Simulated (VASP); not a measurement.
AgBr:

```xyz
2
Lattice="0.0000 2.8363 2.8363 2.8363 0.0000 2.8363 2.8363 2.8363 0.0000" Properties=species:S:1:pos:R:3 pbc="T T T"
Ag    2.8363    5.6727    2.8363
Br    2.8363    2.8363    2.8363
```

Base run:

| Property | Result |
| --- | --- |
| Program | VASP 6.6.1 |
| Functional | PBE |
| Potentials or basis | VASP PAW PBE potentials, release 64 (Ag, Br) |
| Cutoff | 520 eV |
| k mesh | 8 × 8 × 8 |
| Occupations | gaussian, width 0.03 eV |
| Spin | no spin polarisation |

Its results: band gap on the k mesh 0.67 eV, indirect (least direct gap 2.73 eV); pressure 4.2 GPa.

**Question.** After a change of settings the same cell gave: band gap on the k mesh 1.25 eV, indirect (least direct gap 3.42 eV); pressure 3.1 GPa. Which change was it?
A. functional from PBE to LDA; potentials or basis from VASP PAW PBE potentials, release 64 (Ag, Br) to VASP PAW LDA potentials, release 64 (Ag, Br)
B. further incar settings from ALGO = Normal; EDIFF = 1e-06 to ALGO = Normal; EDIFF = 1e-06; NBANDS = 33
C. functional from PBE to r2SCAN

**Answer.** C.

r2SCAN gives the wider gap, since meta-GGAs in the generalised Kohn-Sham scheme recover part of the derivative discontinuity.

Caveats: the PAW data sets were made with another functional, which shifts forces and pressure a little (some runs).
